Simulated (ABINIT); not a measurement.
A run of ABINIT 10.8.3 (patched build) is set up as follows.

The input run.abi:

```
# Pseudopotentials
pp_dirpath "./"
pseudos "W.upf, Si.upf"

# Structure
acell 3*1.0
rprim
    -3.0366009097     3.0366009097     7.3981832916
     3.0366009097    -3.0366009097     7.3981832916
     3.0366009097     3.0366009097    -7.3981832916
ntypat 2
znucl 74 14
natom 3
typat 1 2 2
xred
     0.0000000000     0.0000000000     0.0000000000
     0.6653000000     0.6653000000     0.0000000000
     0.3347000000     0.3347000000     0.0000000000

# Plane-wave basis
ecut 30.0

# k points
kptopt 1
ngkpt 9 9 9
nshiftk 1
shiftk 0.0 0.0 0.0

# Exchange and correlation
ixc 7

# Bands and occupations
nband 15
occopt 3
tsmear 0.05 eV

# SCF cycle
nstep 100
tolvrs 1.0e-10

# Output
iomode 3
prtwf 0
prtden 0
prteig 0
prtebands 0
```

Potentials or basis: PseudoDojo NC SR LDA v0.4.1 standard.

The run is started by

```console
$ abinit run.abi > log 2>&1
```

(1) Predict the band gap on the k mesh.

(2) What does it give for the pressure?

## Answers

(1) none (metal or under the smearing width).

(2) -6.4 GPa.
